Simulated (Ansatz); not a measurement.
## C interstitial in TaC: how large a cell?

Plane-wave DFT in Ansatz, PBE, scalar-relativistic PAW potentials, cutoff 420 eV, no spin-orbit coupling; no spin polarisation. Host: TaC in space group Fm-3m. Neutral defect, atoms relaxed at the host's cell, energies from the elements' reference phases (gases as molecules).

| host atoms | k mesh | shortest repeat (Å) | moment (μB) | E_f (eV) |
| --- | --- | --- | --- | --- |
| 8 | 6×6×6 shifted | 4.5 | 0.0 | 7.42 |
| 16 | 8×8×8 | 6.3 | 0.0 | 6.73 |
| 32 | 4×4×4 shifted | 7.8 | 0.0 | ? |

Extrapolate in 1/N and predict the largest cell.

Strain fields of a neutral defect interact as 1/volume, so try E = E∞ + c/N. The smaller cells give E∞ = 6.04 eV and c = 11.04 eV, hence 6.38 eV at N = 32; the run gave 6.65 eV. The miss is 0.27 eV, too much for the law to hold: at least one of the cells has partly filled bands, so its shape and k points matter, which 1/N doesn't describe. The last step changes E_f by 0.08 eV; what is still open can be larger.

Cost: about 9.2 core-minutes for the runs cited, on Arm Neoverse V1, Arm Neoverse V2, Intel Xeon 6975P-C (Granite Rapids) (shared hosts).